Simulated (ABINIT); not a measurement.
Set up this calculation in ABINIT 10.8.3 (patched build), as the native input.

```
Task                : single point
Functional          : BLYP
Potentials or basis : JTH PAW PBE v2.0
Cutoff              : 707 eV
k mesh              : 7 × 7 × 7
Occupations         : fermi-dirac, width 0.05 eV
Spin                : no spin polarisation
Fine-grid cutoff    : 1306.15 eV
```

The system is Sn.

```
CELL_PARAMETERS angstrom
0.00000 3.23334 3.23334
3.23334 0.00000 3.23334
3.23334 3.23334 0.00000
ATOMIC_POSITIONS crystal
Sn 0.75000 0.75000 0.75000
Sn 0.50000 0.50000 0.50000
```

This isn't the form of Sn at room conditions, which is tetragonal (white tin).

One way to write it, as run:

run.abi

```
# Pseudopotentials
pp_dirpath "./"
pseudos "Sn.GGA_PBE-JTH.xml"

# Structure
acell 8.64103205 8.64103205 8.64103205
rprim
     0.0000000000     0.7071067812     0.7071067812
     0.7071067812     0.0000000000     0.7071067812
     0.7071067812     0.7071067812     0.0000000000
ntypat 1
znucl 50
natom 2
typat 1 1
xred
     0.7500000000     0.7500000000     0.7500000000
     0.5000000000     0.5000000000     0.5000000000

# Plane-wave basis
ecut 26.0
pawecutdg 48.0
pawxcdev 0

# k points
kptopt 1
ngkpt 7 7 7
nshiftk 1
shiftk 0.0 0.0 0.0

# Exchange and correlation
ixc -106131

# Bands and occupations
nband 18
occopt 3
tsmear 0.00183747

# SCF cycle
nstep 100
tolvrs 1.0e-9

# Output
iomode 3
prtwf 0
prtden 0
prteig 0
prtebands 0
enunit 1
```

Potentials or basis: JTH PAW PBE v2.0.

Command:

```console
$ abinit run.abi > log 2>&1
```

It gave:

| Item | Value |
| --- | --- |
| Pressure | 6.1 GPa |
| Band gap on the k mesh | none (metal or under the smearing width) |
| Valence electrons inside the program's atomic spheres | Sn 12.05 (radii [1.3287] Å) |

Caveat: the PAW data sets were made with another functional, which shifts forces and pressure a little.

Wall time 35 s on 1 thread of Arm Neoverse V1, with other jobs on the host, peak memory 0.14 GiB.
